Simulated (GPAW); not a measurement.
**AgCl (Chlorargyrite) in GPAW: convergence with basis set**

AgCl (Chlorargyrite):

```
Ag Cl
1.0
     0.00000    2.73500    2.73500
     2.73500    0.00000    2.73500
     2.73500    2.73500    0.00000
Ag Cl
1 1
Cartesian
  0.0000 0.0000 0.0000
  2.7350 2.7350 2.7350
```

| Item | Value |
| --- | --- |
| Program | GPAW 26.7.0 |
| Task | convergence study |
| Functional | PBE |
| Potentials or basis | GPAW PAW data sets (gpaw-data 1.2.1) |
| Basis | lcao:sz(dzp) |
| Grid spacing | 0.16 Å |
| k mesh | 8 × 8 × 8 |
| Occupations | fermi-dirac, width 0.05 eV |
| Spin | no spin polarisation |

These are the settings of the first run; the series varies basis set, with any setting tied to it.

Hardware: 1 thread of Arm Neoverse V1 (shared host).

Problem. The values tried are lcao:sz(dzp), lcao:szp(dzp), lcao:dz(dzp), lcao:dzp, fd, pw, loosest first. From which on does the gap on the mesh stay within 0.01 eV of the tightest run that finished?

Solution. From lcao:dzp on.

```
    basis set  energy less the tightest run, at zero smearing (meV/atom)  gap on the mesh (eV)  SCF cycles  CPU time (s)  peak memory (GiB)
 lcao:sz(dzp)                                                     606.43                 0.559           8            82               0.18
lcao:szp(dzp)                                                     405.21                 0.854           7           120               0.19
 lcao:dz(dzp)                                                     415.35                 0.808           9           130               0.21
     lcao:dzp                                                     246.17                 0.886           8           180               0.23
           fd                                                      -8.82                 0.880           9            48               0.29
           pw                                                       0.00                 0.881           9            21               0.16
```

Not settled before the last step: the energy (to 1 meV/atom). The tightest run that finished is the yardstick and may itself not be fully converged.
